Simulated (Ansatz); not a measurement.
Free-standing chains of the atoms of BN, named by their start (strip: triangular double chain, ladder: square double chain); atoms and period are relaxed, and energies count from relaxed bulk BN (F-43m, 5.88 Å³/atom, gap on the mesh 5.00 eV).

These are results of DFT r2SCAN, scalar-relativistic, plane waves, PAW in Ansatz, not measurements.

Plane waves to 500 eV, a k mesh through Γ of 1×1×23 on the computed 2-atom cell and Gaussian smearing (0.05 eV); collinear spin from starting moments 0.5 0.5 μB.

Start (linear chain):

```yaml
crystal:
  lattice:
    - [9.00000, 0.00000, 0.00000]
    - [0.00000, 9.30000, 0.00000]
    - [0.00000, 0.00000, 2.81343]
  atoms:
    - { symbol: B, position: [0.50000, 0.50000, 0.00000] }
    - { symbol: N, position: [0.50000, 0.50000, 0.50000] }
```

Problem. What does the relaxation give?

Solution. The free energy falls by 300 meV/atom.

```
excess energy (eV per host atom)                      : 0.836
period (Å)                                            : 2.607
gap on the mesh (eV)                                  : 4.67
highest filled level or Fermi level under vacuum (eV) : 6.69
size of the moment (μB per cell)                      : 0.00
```

Relaxed structure:
```
B N
1.0
     9.00000    0.00000    0.00000
     0.00000    9.30000    0.00000
     0.00000    0.00000    2.60691
B N
1 1
Cartesian
  4.5000 4.6500 0.0000
  4.5000 4.6500 1.3035
```

An odd mesh misses points on the zone edge, so a gap read on it can be too wide.

Each run keeps its start's symmetry and one magnetic start, so lower states can exist.

Time: 5 min on 2 threads of Intel(R) Xeon(R) Processor @ 2.50GHz (Skylake/Cascade Lake), with other jobs on the host, peak memory 1 GiB.